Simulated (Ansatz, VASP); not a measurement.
**One calculation of Nb, two programs**

Contents of INCAR:

```
PREC = Accurate ; ENCUT = 520
EDIFF = 1E-8 ; ISMEAR = -1
SIGMA = 0.03 ; LREAL = F
LASPH = T ; NELM = 80
ALGO = Normal ; ISIF = 2
LWAVE = F ; LCHARG = F
LEFG = T ; NBANDS = 12
```

Contents of KPOINTS:

```
regular mesh
0
Gamma
  13 13 13
```

Contents of POSCAR:

```
Nb
1.0
    0.0000000000      2.1008049414      2.1008049414
    2.1008049414      0.0000000000      2.1008049414
    2.1008049414      2.1008049414      0.0000000000
Nb
1
Direct
    0.0000000000      0.0000000000      0.0000000000
```

Input for Ansatz:

```yaml
crystal:
  lattice:
    - [0.0, 2.1008049414, 2.1008049414]
    - [2.1008049414, 0.0, 2.1008049414]
    - [2.1008049414, 2.1008049414, 0.0]
  atoms:
    - { symbol: Nb, position: [0.0, 0.0, 0.0] }
kpoints:
  mp_grid: { grid: [13, 13, 13] }
scf:
  occupations: { method: fermi_dirac, width: 0.03 }
hamiltonian:
  xc: lda
  pseudopotentials: { kind: all_electron, datasets: crystal }
output:
  forces: true
  stress: true
  eigenvalues: true
  efg: { contact_densities: true }
```

Change from the starting cell: volume scaled by 0.98, crystal datasets.

Alike in both runs: task electric field gradients; functional LDA; k mesh 13 × 13 × 13; occupations fermi-dirac, width 0.03 eV; no spin polarisation.

|  | VASP | Ansatz |
| --- | --- | --- |
| version | VASP 6.6.1 | Ansatz 0.2.0 |
| potentials or method | VASP PAW LDA potentials, release 64 (Nb_sv) | all-electron PAW with datasets made for the crystal, scalar-relativistic |
| plane-wave cutoff (eV) | 520 | see its input |

```tsv
	VASP	Ansatz	Ansatz less VASP
pressure (GPa)	-7.3	-7.2	+0.11
Vzz of the field gradient on the site that differs most (V/Å²)	0.0	0.0	0.00
```

Ansatz ran all-electron here, so the differences hold the error of VASP's frozen core and of both bases. Ansatz warned: «gradients_without_spin_orbit».
